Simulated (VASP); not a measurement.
## A VASP 6.6.1 single-point calculation on CaO

INCAR

```
ISIF = 2
PREC = Accurate
IBRION = -1
LWAVE = .FALSE.
LASPH = .TRUE.
ISMEAR = -1
ENCUT = 520
EDIFF = 1E-7
NSW = 0
NBANDS = 15
NELM = 120
LREAL = .FALSE.
SIGMA = 0.02
LCHARG = .FALSE.
METAGGA = TPSS
```

KPOINTS

```
KPOINTS created by Atomic Simulation Environment
0
Monkhorst-Pack
10 10 10
0 0 0
```

POSCAR

```
Ca O
 1.0000000000000000
     0.0000000000000000    2.3495991112999999    2.3495991112999999
     2.3495991112999999    0.0000000000000000    2.3495991112999999
     2.3495991112999999    2.3495991112999999    0.0000000000000000
 Ca  O
   1   1
Cartesian
  0.0000000000000000  0.0000000000000000  0.0000000000000000
  2.3495991112999999  2.3495991112999999  2.3495991112999999
```

The recommended PBE PAW datasets give the neutral cell 16 valence electrons.

Command

```
mpirun -np 1 vasp_std
```

**Question.** Predict the outcome of this run.

**Answer.** It converged. Results: gap between bands v and c on the k mesh 3.85 eV; least direct gap on the k mesh 4.19 eV; pressure 10.0 GPa. Band v is the last that the valence electrons fill when counted band by band, and c is the next.

OSZICAR

```
N       E                     dE             d eps       ncg     rms          rms(c)
DAV:   1     0.273426625197E+03    0.27343E+03   -0.12176E+07  3300   0.183E+07
DAV:   2     0.463265711941E+01   -0.26879E+03   -0.24992E+03  5155   0.412E+02
DAV:   3    -0.296596444960E+04   -0.29706E+04   -0.14292E+04  6032   0.131E+02
DAV:   4    -0.201208813011E+04    0.95388E+03   -0.20415E+04  5470   0.992E+02
DAV:   5    -0.310717213488E+04   -0.10951E+04   -0.11776E+04  5981   0.460E+02    0.177E+01
DAV:   6    -0.321871497369E+02    0.30750E+04   -0.19626E+03  3697   0.219E+02    0.234E+01
DAV:   7    -0.268921063603E+02    0.52950E+01   -0.47140E+01  3968   0.539E+01    0.158E+01
DAV:   8    -0.249918074727E+02    0.19003E+01   -0.18988E+00  4231   0.119E+01    0.126E+01
DAV:   9    -0.240690531291E+02    0.92275E+00   -0.23884E-01  4084   0.474E+00    0.109E+01
DAV:  10    -0.215177410425E+02    0.25513E+01   -0.66887E+00  4231   0.268E+01    0.116E+00
...
DAV:  19    -0.217273987690E+02   -0.42404E-04   -0.24963E-05  3860   0.521E-02    0.530E-01
DAV:  20    -0.217269434916E+02    0.45528E-03   -0.65456E-05  4459   0.690E-02    0.477E-01
DAV:  21    -0.217260008246E+02    0.94267E-03   -0.76550E-04  4539   0.199E-01    0.310E-01
DAV:  22    -0.217257531568E+02    0.24767E-03   -0.52157E-04  4560   0.162E-01    0.186E-01
DAV:  23    -0.217256817800E+02    0.71377E-04   -0.27883E-04  4612   0.128E-01    0.979E-02
DAV:  24    -0.217256861744E+02   -0.43944E-05   -0.12725E-04  4483   0.837E-02    0.380E-02
DAV:  25    -0.217256932079E+02   -0.70335E-05   -0.44315E-05  4714   0.526E-02    0.470E-03
DAV:  26    -0.217256957443E+02   -0.25364E-05   -0.51096E-06  4621   0.178E-02    0.920E-04
DAV:  27    -0.217256958305E+02   -0.86203E-07   -0.46456E-07  5001   0.538E-03
   1 F= -.21725696E+02 E0= -.21725696E+02  d E =-.134715E-13
```

The shifted mesh misses Γ, so a band edge there is missed.

For comparison, a separate PBE run of the intended cell, on usual settings and not on those above, gives a gap of 3.60 eV on its mesh and a pressure of 11.3 GPa.
